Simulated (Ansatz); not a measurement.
Wanted: the native input for an Ansatz 0.2.0 run.

```yaml
Task: relaxation of cell and atoms
Functional: PBE
Potentials_or_basis: Ansatz PAW
Cutoff: "420 eV (not typed: the program's choice for these potentials)"
k_mesh: 5 × 5 × 4
Occupations: fermi-dirac, width 0.05 eV
Spin: no spin polarisation
```

The system is Ge.

```
Ge
1.0
     5.93000    0.00000    0.00000
     0.00000    5.93000    0.00000
     0.00000    0.00000    6.98000
Ge
12
Cartesian
  2.2237 0.9885 5.2350
  1.9765 5.1887 3.4900
  3.7062 4.9415 1.7450
  3.9535 0.7412 0.0000
  5.1887 1.9765 3.4900
  4.9415 3.7062 5.2350
  0.7412 3.9535 0.0000
  0.9885 2.2237 1.7450
  3.4097 2.5202 1.7450
  5.4852 5.4852 3.4900
  2.5202 3.4097 5.2350
  0.4447 0.4447 0.0000
```

This isn't the form of Ge at room conditions, which is diamond.

These files were run (other wordings do the same):

input.yaml

```yaml
crystal:
  lattice:
    - [5.93, 0.0, 0.0]
    - [0.0, 5.93, 0.0]
    - [0.0, 0.0, 6.98]
  atoms:
    - { symbol: Ge, position: [0.375, 0.1667, 0.75] }
    - { symbol: Ge, position: [0.3333, 0.875, 0.5] }
    - { symbol: Ge, position: [0.625, 0.8333, 0.25] }
    - { symbol: Ge, position: [0.6667, 0.125, 0.0] }
    - { symbol: Ge, position: [0.875, 0.3333, 0.5] }
    - { symbol: Ge, position: [0.8333, 0.625, 0.75] }
    - { symbol: Ge, position: [0.125, 0.6667, 0.0] }
    - { symbol: Ge, position: [0.1667, 0.375, 0.25] }
    - { symbol: Ge, position: [0.575, 0.425, 0.25] }
    - { symbol: Ge, position: [0.925, 0.925, 0.5] }
    - { symbol: Ge, position: [0.425, 0.575, 0.75] }
    - { symbol: Ge, position: [0.075, 0.075, 0.0] }
hamiltonian:
  xc: pbe
  pseudopotentials: { kind: paw }
kpoints:
  mp_grid: { grid: [5, 5, 4] }
scf:
  occupations: { method: fermi_dirac, width: 0.05 }
output:
  forces: true
  stress: true
  eigenvalues: true
relax:
  f_tol: 0.01
  max_steps: 40
  cell: { stress_tol: 0.05 }
```

Potentials or basis: Ansatz PAW.

Command:

```console
$ ansatz run input.yaml --threads 4 --pin off --max-ram 11264MiB --backend cpu --events-out ev --progress --plain --runs-dir out
```

It gave:

| Property | Result |
| --- | --- |
| Relaxed volume | 21.53 Å³/atom |
| Relaxed cell | a = 6.022 Å, b = 6.022 Å, c = 7.123 Å, α = 90.00°, β = 90.00°, γ = 90.00° |
| Space group after relaxing (to 0.05 Å) | P4_32_12 (No. 96) |
| Energy gained by relaxing | 27.5 meV/atom |
| Ionic steps | 6 |
| Pressure after relaxing | 0.0 GPa |
| Band gap on the k mesh | 0.60 eV, indirect (least direct gap 0.61 eV) |

Caveat: odd divisions of the mesh miss points on the zone boundary, where band edges often lie, so the gap on the mesh can be too wide; the plane-wave basis is chosen anew once the cell has moved, so the energies of steps on either side of that aren't comparable.

It took 93 s on 4 threads of Arm Neoverse V1 (shared host), peak memory 0.99 GiB.
